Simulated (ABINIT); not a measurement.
# GaN (F-43m): G0W0 in ABINIT against the screening cutoff in the self-energy

How does the gap of GaN (F-43m) converge in the screening cutoff in the self-energy?

Program: ABINIT 10.8.3. Level of theory: PBE and many-body steps on it, plane waves. Results are calculated unless marked as measured.

## (1) The structure

It takes space group F-43m (No. 216, cubic). Conventional cell: a = 4.507 Å, b = 4.507 Å, c = 4.507 Å, α = 90.00°, β = 90.00°, γ = 90.00°. Nearest to Ga lie 4 N at 1.95 Å. Nearest to N lie 4 Ga at 1.95 Å. Farther neighbours and most contacts between anions are not listed.

The cell and positions are those that the Materials Project relaxed with its own functionals (PBE, PBE+U or r2SCAN), kept fixed. This is not the form that GaN usually takes at ambient conditions.

## (2) Screening, 6×6×6 mesh, 424 bands, screening to 435.4 eV

This step: ABINIT 10.8.3; RPA screening on PBE, plane waves, norm-conserving pseudopotentials.

The RPA dielectric matrix is built and inverted for each q.

run.abi

```
acell 3*1.0 Angstrom
rprim 
  0.000000000000 2.253500607500 2.253500607500
  2.253500607500 0.000000000000 2.253500607500
  2.253500607500 2.253500607500 0.000000000000
ntypat 2
znucl 31 7
natom 2
typat 1 2
xred 
  0.000000000000 0.000000000000 0.000000000000
  0.750000000000 0.750000000000 0.750000000000
pp_dirpath "pseudos"
pseudos "Ga.upf, N.upf"
ecut 36
ngkpt 6 6 6
nshiftk 1
shiftk 0 0 0
kptopt 1
chksymbreak 0
istwfk *1
occopt 1
irdwfk 1
optdriver 3
nband 424
ecuteps 16
inclvkb 2
awtr 1
symchi 1
indata_prefix "in"
outdata_prefix "out"
tmpdata_prefix "tmp"
```

The run is started by

```
$ OMP_NUM_THREADS=1 mpirun -n 8 abinit run.abi > log
```

What it wrote:

```text
.Version 10.8.3 of ABINIT. v10.8.2 released Aug 2026.

 Symmetries : space group F-4 3 m (#216); Bravais cF (face-center cubic)
[... echo of the input left out ...]
== DATASET  1 ==================================================================
-   mpi_nproc: 8, omp_nthreads: 1 (-1 if OMP is not activated)

--- !DatasetInfo
iteration_state: {dtset: 1, }
dimensions: {natom: 2, nkpt: 16, mband: 424, nsppol: 1, nspinor: 1, nspden: 1, mpw: 1639, }
cutoff_energies: {ecut:  36.0, pawecutdg:  -1.0, }
electrons: {nelect:   1.80000000E+01, charge:   0.00000000E+00, occopt:   1.00000000E+00, tsmear:   1.00000000E-02, }

 SCREENING: Calculation of the susceptibility and dielectric matrices

 Based on a program developped by R.W. Godby, V. Olevano, G. Onida, and L. Reining.
 Incorporated in ABINIT by V. Olevano, G.-M. Rignanese, and M. Torrent.
.Using double precision arithmetic ; gwpc =  8

[... cell and pseudopotentials left out ...]
--------------------------------------------------------------------------------

 ==== K-mesh for the wavefunctions ====
 Number of points in the irreducible wedge :    16
[... list of points left out ...]
 Together with 24 symmetry operations and time-reversal symmetry
 yields   216 points in the full Brillouin Zone.

 ==== Q-mesh for the screening function ====
 Number of points in the irreducible wedge :    16
[... list of points left out ...]
 Together with 24 symmetry operations and time-reversal symmetry
 yields   216 points in the full Brillouin Zone.

 setmesh: FFT mesh size selected  =    27x   27x   27
          total number of points  =        19683

 vcoul_init : cutoff-mode = AUXILIARY_FUNCTION
 q-points for optical limit:   1
     1)      0.000010    0.000020    0.000030

- screening: taking advantage of time-reversal symmetry
- Maximum band index for partially occupied states nbvw = 9
- Remaining bands to be divided among processors   nbcw = 415
- Number of bands treated by each node ~51

 Number of electrons calculated from density =   18.0000; Expected =   18.0000
 average of density, n =  0.116539
 r_s =    1.2700
 omega_plasma =   32.9300 [eV]

 calculating chi0 at frequencies [eV] :
  1    0.000000E+00    0.000000E+00
  2    0.000000E+00    3.293002E+01

--------------------------------------------------------------------------------
  q-point number  1        q = ( 0.000000, 0.000000, 0.000000) [r.l.u.]
--------------------------------------------------------------------------------
[... chi0 elements left out ...]
 For q-point:  0.000010 0.000020 0.000030
  dielectric constant =   6.3901
  dielectric constant without local fields =   6.8968

  Average fulfillment of the sum rule on Im[epsilon] for q-point    1 :    148.12  [%]
[... wings left out ...]
  q-point number  2        q = ( 0.166667, 0.000000, 0.000000) [r.l.u.]
--------------------------------------------------------------------------------
[... chi0 elements left out ...]
  Average fulfillment of the sum rule on Im[epsilon] for q-point    2 :    182.59  [%]

 [... 14 further q-points ...]
```

The job ended after 8.4 min (8 MPI ranks of Arm Neoverse V2, shared host; peak memory 4.3 GiB; 67 min of CPU time).

This step gave:

```
ε∞ with local fields, on this mesh, along the program's q direction : 6.390
the same without local fields                                       : 6.897
plasma frequency                                                    : 32.93 eV
plane waves in the screening matrix                                 : 459
```

Local fields lower ε∞ by 7 %.

## (3) 1.6 Ha

This step: G0W0 on PBE, plane waves, norm-conserving pseudopotentials.

Edit run.abi of step 2 so:

```diff
@@ -23,8 +23,15 @@
 irdwfk 1
-optdriver 3
+optdriver 4
 nband 424
-ecuteps 16
-inclvkb 2
-awtr 1
-symchi 1
+gwcalctyp 0
+ecutsigx 36
+symsigma 1
+nkptgw 1
+kptgw 
+  0.0000000000 0.0000000000 0.0000000000
+bdgw 
+  7 13
+ecuteps 1.6
+irdscr 1
+ppmodel 1
 indata_prefix "in"
```

What it wrote:

```text
.Version 10.8.3 of ABINIT. v10.8.2 released Aug 2026.

 Symmetries : space group F-4 3 m (#216); Bravais cF (face-center cubic)
[... echo of the input left out ...]
== DATASET  1 ==================================================================
-   mpi_nproc: 8, omp_nthreads: 1 (-1 if OMP is not activated)

--- !DatasetInfo
iteration_state: {dtset: 1, }
dimensions: {natom: 2, nkpt: 16, mband: 424, nsppol: 1, nspinor: 1, nspden: 1, mpw: 1639, }
cutoff_energies: {ecut:  36.0, pawecutdg:  -1.0, }
electrons: {nelect:   1.80000000E+01, charge:   0.00000000E+00, occopt:   1.00000000E+00, tsmear:   1.00000000E-02, }

 SIGMA: Calculation of the GW corrections

 Based on a program developped by R.W. Godby, V. Olevano, G. Onida, and L. Reining.
 Incorporated in ABINIT by V. Olevano, G.-M. Rignanese, and M. Torrent.
.Using double precision arithmetic ; gwpc =  8

[... cell and pseudopotentials left out ...]
--------------------------------------------------------------------------------

 ==== K-mesh for the wavefunctions ====
 Number of points in the irreducible wedge :    16
[... list of points left out ...]
 Together with 24 symmetry operations and time-reversal symmetry
 yields   216 points in the full Brillouin Zone.

 ==== Q-mesh for screening function ====
 Number of points in the irreducible wedge :    16
[... list of points left out ...]
 Together with 24 symmetry operations and time-reversal symmetry
 yields   216 points in the full Brillouin Zone.

 vcoul_init : cutoff-mode = AUXILIARY_FUNCTION
 q-points for optical limit:   1
     1)      0.000010    0.000020    0.000030
 setmesh: FFT mesh size selected  =    36x   36x   36
          total number of points  =        46656

 Number of electrons calculated from density =   18.0000; Expected =   18.0000
 average of density, n =  0.116539
 r_s =    1.2700
 omega_plasma =   32.9300 [eV]

 === KS Band Gaps ===
  >>>> For spin  1
   Minimum direct gap =   1.7587 [eV], located at k-point      :   0.0000  0.0000  0.0000
   Fundamental gap    =   1.7587 [eV], Top of valence bands at :   0.0000  0.0000  0.0000
                                       Bottom of conduction at :   0.0000  0.0000  0.0000
 SIGMA fundamental parameters:
 PLASMON POLE MODEL  1
 number of plane-waves for SigmaX                 1639
 number of plane-waves for SigmaC and W             15
 number of plane-waves for wavefunctions          1639
 number of bands                                   424
 number of independent spin polarizations            1
 number of spinorial components                      1
 number of k-points in IBZ                          16
 number of q-points in IBZ                          16
 number of symmetry operations                      24
 number of k-points in BZ                          216
 number of q-points in BZ                          216
 number of frequencies for dSigma/dE                 9
 frequency step for dSigma/dE [eV]                0.25
 number of omega for Sigma on real axis              0
 max omega for Sigma on real axis  [eV]           0.00
 zcut for avoiding poles [eV]                     0.10

 EPSILON^-1 parameters (SCR file):
 dimension of the eps^-1 matrix on file            459
 dimension of the eps^-1 matrix used                15
 number of plane-waves for wavefunctions          1639
 number of bands                                   424
 number of q-points in IBZ                          16
 number of frequencies                               2
 number of real frequencies                          1
 number of imag frequencies                          1

 matrix elements of self-energy operator (all in [eV])

 Perturbative Calculation

--- !SelfEnergy_ee
iteration_state: {dtset: 1, }
kpoint     : [   0.000,    0.000,    0.000, ]
spin       : 1
KS_gap     :    1.759
QP_gap     :    1.739
Delta_QP_KS:   -0.020
data: !SigmaeeData |
     Band     E0 <VxcDFT>   SigX SigC(E0)      Z dSigC/dE  Sig(E)    E-E0       E
        7   5.322 -18.356 -21.281   3.165   0.822  -0.216 -18.159   0.197   5.519
        8   5.322 -18.356 -21.281   3.165   0.822  -0.216 -18.159   0.197   5.519
        9   5.322 -18.356 -21.281   3.165   0.822  -0.216 -18.159   0.197   5.519
       10   7.081 -13.893  -9.985  -3.697   0.840  -0.190 -13.716   0.177   7.258
       11  15.678 -12.135  -7.192  -4.588   0.847  -0.180 -11.834   0.301  15.979
       12  15.678 -12.135  -7.192  -4.588   0.847  -0.180 -11.834   0.301  15.979
       13  15.678 -12.135  -7.192  -4.588   0.847  -0.180 -11.834   0.301  15.979

== END DATASET(S) ==============================================================
================================================================================

 -outvars: echo values of variables after computation  --------
           etotal      0.0000000000E+00
            nband         424
             nkpt          16
          spgroup         216
 [... the other variables as echoed above ...]

 Calculation completed.
```

Wall time 2.7 s (8 MPI ranks); peak memory 0.2 GiB; 21 s of CPU time.

Numbers from this step:

- G0W0 gap on the points computed: 1.739 eV
- starting gap on the mesh: 1.759 eV
- k of the valence top: 0, 0, 0
- k of the conduction bottom: 0, 0, 0
- Z at the valence top: 0.822
- Z at the conduction bottom: 0.84
- least direct G0W0 gap on the computed points: 1.739 eV

## (4) 3.2 Ha

Edit run.abi of step 3 so:

```diff
@@ -33,3 +33,3 @@
   7 13
-ecuteps 1.6
+ecuteps 3.2
 irdscr 1
```

What it wrote:

```text
.Version 10.8.3 of ABINIT. v10.8.2 released Aug 2026.

 Symmetries : space group F-4 3 m (#216); Bravais cF (face-center cubic)
[... echo of the input left out ...]
== DATASET  1 ==================================================================
-   mpi_nproc: 8, omp_nthreads: 1 (-1 if OMP is not activated)

--- !DatasetInfo
iteration_state: {dtset: 1, }
dimensions: {natom: 2, nkpt: 16, mband: 424, nsppol: 1, nspinor: 1, nspden: 1, mpw: 1639, }
cutoff_energies: {ecut:  36.0, pawecutdg:  -1.0, }
electrons: {nelect:   1.80000000E+01, charge:   0.00000000E+00, occopt:   1.00000000E+00, tsmear:   1.00000000E-02, }

 SIGMA: Calculation of the GW corrections

 Based on a program developped by R.W. Godby, V. Olevano, G. Onida, and L. Reining.
 Incorporated in ABINIT by V. Olevano, G.-M. Rignanese, and M. Torrent.
.Using double precision arithmetic ; gwpc =  8

[... cell and pseudopotentials left out ...]
--------------------------------------------------------------------------------

 ==== K-mesh for the wavefunctions ====
 Number of points in the irreducible wedge :    16
[... list of points left out ...]
 Together with 24 symmetry operations and time-reversal symmetry
 yields   216 points in the full Brillouin Zone.

 ==== Q-mesh for screening function ====
 Number of points in the irreducible wedge :    16
[... list of points left out ...]
 Together with 24 symmetry operations and time-reversal symmetry
 yields   216 points in the full Brillouin Zone.

 vcoul_init : cutoff-mode = AUXILIARY_FUNCTION
 q-points for optical limit:   1
     1)      0.000010    0.000020    0.000030
 setmesh: FFT mesh size selected  =    36x   36x   36
          total number of points  =        46656

 Number of electrons calculated from density =   18.0000; Expected =   18.0000
[...]
number of q-points in BZ                          216
 number of frequencies for dSigma/dE                 9
 frequency step for dSigma/dE [eV]                0.25
 number of omega for Sigma on real axis              0
 max omega for Sigma on real axis  [eV]           0.00
 zcut for avoiding poles [eV]                     0.10

 EPSILON^-1 parameters (SCR file):
 dimension of the eps^-1 matrix on file            459
 dimension of the eps^-1 matrix used                51
 number of plane-waves for wavefunctions          1639
 number of bands                                   424
 number of q-points in IBZ                          16
 number of frequencies                               2
 number of real frequencies                          1
 number of imag frequencies                          1

 matrix elements of self-energy operator (all in [eV])

 Perturbative Calculation

--- !SelfEnergy_ee
iteration_state: {dtset: 1, }
kpoint     : [   0.000,    0.000,    0.000, ]
spin       : 1
KS_gap     :    1.759
QP_gap     :    1.986
Delta_QP_KS:    0.227
data: !SigmaeeData |
     Band     E0 <VxcDFT>   SigX SigC(E0)      Z dSigC/dE  Sig(E)    E-E0       E
        7   5.322 -18.356 -21.281   2.842   0.804  -0.243 -18.423  -0.067   5.255
        8   5.322 -18.356 -21.281   2.842   0.804  -0.243 -18.423  -0.067   5.255
        9   5.322 -18.356 -21.281   2.842   0.804  -0.243 -18.423  -0.067   5.255
       10   7.081 -13.893  -9.985  -3.714   0.827  -0.208 -13.733   0.160   7.241
       11  15.678 -12.135  -7.192  -4.904   0.839  -0.191 -12.101   0.033  15.711
       12  15.678 -12.135  -7.192  -4.904   0.839  -0.191 -12.101   0.033  15.711
       13  15.678 -12.135  -7.192  -4.904   0.839  -0.191 -12.101   0.033  15.711

== END DATASET(S) ==============================================================
================================================================================

 -outvars: echo values of variables after computation  --------
           etotal      0.0000000000E+00
            nband         424
             nkpt          16
          spgroup         216
 [... the other variables as echoed above ...]

 Calculation completed.
```

The job ended after 4 s (8 MPI ranks; peak memory 1.5 GiB).

This step gave:

* G0W0 gap on the points computed: 1.986 eV
* starting gap on the mesh: 1.759 eV
* k of the valence top: 0, 0, 0
* k of the conduction bottom: 0, 0, 0
* Z at the valence top: 0.804
* Z at the conduction bottom: 0.827
* least direct G0W0 gap on the computed points: 1.986 eV

## (5) 5.6 Ha

The self-energy is evaluated for the states that the input lists, and the levels follow from it, in one-shot runs by the linearised quasiparticle equation.

Edit run.abi of step 4 so:

```diff
@@ -33,3 +33,3 @@
   7 13
-ecuteps 3.2
+ecuteps 5.6
 irdscr 1
```

What it wrote:

```text
.Version 10.8.3 of ABINIT. v10.8.2 released Aug 2026.

 Symmetries : space group F-4 3 m (#216); Bravais cF (face-center cubic)
[... echo of the input left out ...]
== DATASET  1 ==================================================================
-   mpi_nproc: 8, omp_nthreads: 1 (-1 if OMP is not activated)

--- !DatasetInfo
iteration_state: {dtset: 1, }
dimensions: {natom: 2, nkpt: 16, mband: 424, nsppol: 1, nspinor: 1, nspden: 1, mpw: 1639, }
cutoff_energies: {ecut:  36.0, pawecutdg:  -1.0, }
[...]
11  15.678 -12.135  -7.192  -4.999   0.838  -0.194 -12.182  -0.047  15.631
       12  15.678 -12.135  -7.192  -4.999   0.838  -0.194 -12.182  -0.047  15.631
       13  15.678 -12.135  -7.192  -4.999   0.838  -0.194 -12.182  -0.047  15.631

== END DATASET(S) ==============================================================
================================================================================

 -outvars: echo values of variables after computation  --------
           etotal      0.0000000000E+00
            nband         424
             nkpt          16
          spgroup         216
 [... the other variables as echoed above ...]

 Calculation completed.
```

The job ended after 6.3 s (8 MPI ranks; peak memory 2.3 GiB; 49 s of CPU time).

This step gave:

```
G0W0 gap on the points computed              : 2.158 eV
starting gap on the mesh                     : 1.759 eV
k of the valence top                         : 0, 0, 0
k of the conduction bottom                   : 0, 0, 0
least direct G0W0 gap on the computed points : 2.158 eV
```

The gap on the mesh goes from 1.76 eV to 2.16 eV, a correction of +0.40 eV.

[end of part 1 of 2]

[Paths, hosts, dates, memory and timing lines, banners, echoed tables and standing remarks are left out of the program output.]

[Logs are printed without paths, hosts, clocks, repeated set-up lines and the standing remarks that a program may print on its own settings, such as how far it seeks lower states.]

[Runs of the session that timed out or met a known fault of the program may be left out.]

[Hosts, paths, dates, database ids (printed as entryN), source tags and the programs' standing remarks are cut or masked in the printed files.]

[G0W0 gaps are taken among the corrected bands and points alone; a level outside them can change the order at an edge.]

[Where Ansatz stands beside ABINIT at settings called matched, ABINIT's density can come from a denser mesh and the files from another edition; pairs whose starting gaps differed by over 0.03 eV were left out, so agreement reads better than it is.]
